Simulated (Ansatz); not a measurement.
# W: the cost of one run

Computed with Ansatz 0.2.0 (DFT PBE, scalar-relativistic, plane waves, PAW, unless a step's input says otherwise).

The COD cell was measured well above room temperature, so it is larger than a cold one.

1 further run of the same task is left out (set aside as unsound or not needed).

### Step 1. Starting point

The structure is cubic, space group Im-3m (No. 229). Conventional cell: a = 3.195 Å, b = 3.195 Å, c = 3.195 Å, α = 90.00°, β = 90.00°, γ = 90.00°. Around W (site symmetry m-3m) lie 8 W at 2.77 Å.

Structure file:

```cif
data_structure
_symmetry_space_group_name_H-M 'P 1'
_symmetry_Int_Tables_number 1
_cell_length_a 2.7666
_cell_length_b 2.7666
_cell_length_c 2.7666
_cell_angle_alpha 109.471
_cell_angle_beta 109.471
_cell_angle_gamma 109.471
_cell_volume 16.30
loop_
_atom_site_label
_atom_site_type_symbol
_atom_site_fract_x
_atom_site_fract_y
_atom_site_fract_z
_atom_site_occupancy
W1 W 0.00000 0.00000 0.00000 1
```

The structure comes from the Crystallography Open Database.

### Step 2. A change within the space group

Against the listed cell: strain xx, yy, zz, yz, xz, xy = -2.3, -2.3, -2.3, +0.0, +0.0, +0.0 %.

input.yaml reads:

```yaml
crystal:
  lattice:
    - [-1.560801695, 1.560801695, 1.560801695]
    - [1.560801695, -1.560801695, 1.560801695]
    - [1.560801695, 1.560801695, -1.560801695]
  atoms:
    - { symbol: W, position: [0.0, 0.0, 0.0] }
basis:
  ecutwfc: 420
kpoints:
  mp_grid: { grid: [18, 18, 18] }
hamiltonian:
  xc: pbe
scf:
  occupations: { method: gaussian, width: 0.1 }
output:
  forces: true
  stress: true
  eigenvalues: true
```

Command:

```
$ ansatz run input.yaml --threads 1 --pin off --max-ram 1331MiB --backend cpu --events-out ev --progress --plain --runs-dir out
```

What time and memory should one allow on 1 thread of an x86-64 CPU, shared host?

About 4.5 s, with a peak of 0.32 GiB.
